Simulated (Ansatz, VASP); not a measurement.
**Two plane-wave programs on TaN**

```xyz
6
Lattice="5.2051 0.0000 0.0000 -2.6025 4.5077 0.0000 0.0000 0.0000 2.9036" Properties=species:S:1:pos:R:3 pbc="T T T"
Ta    0.0000    0.0000    0.0000
Ta    0.0000    3.0052    1.4518
Ta    2.6025    1.5026    1.4518
N     2.6025    0.0000    0.0000
N     1.3013    2.2539    0.0000
N    -1.3013    2.2539    0.0000
```

Alike in both runs: functional PBEsol; k mesh 12 × 12 × 12; occupations gaussian, width 0.1 eV; no spin polarisation.

Ansatz relaxed the structure, and its values are those at the end. VASP's run is a single point on that final structure, the one shown.

|  | VASP | Ansatz |
| --- | --- | --- |
| version | VASP 6.6.1 | Ansatz 0.2.0 |
| potentials or method | VASP PAW PBE potentials, release 64 (Ta_pv, N) | scalar-relativistic, plane waves, PAW |
| plane-wave cutoff (eV) | 520 | 420 |
| valence electrons in the cell | 48 | 54 |

|  | VASP | Ansatz | Ansatz less VASP |
| --- | --- | --- | --- |
| gap on the k mesh at the Fermi level (eV) | none | none | - |
| pressure (GPa) | 0.9 | 0.0 | -0.91 |

A gap of «none» marks a metal or a gap that the smearing closes. With one functional, cell and mesh, what is left measures potentials, basis and numerics. The two sets of potentials don't hold the same shells in valence.

Caveats: the PAW data sets were made with another functional, which shifts forces and pressure a little (VASP). Spin-orbit coupling is left out, which matters for the levels of Ta.
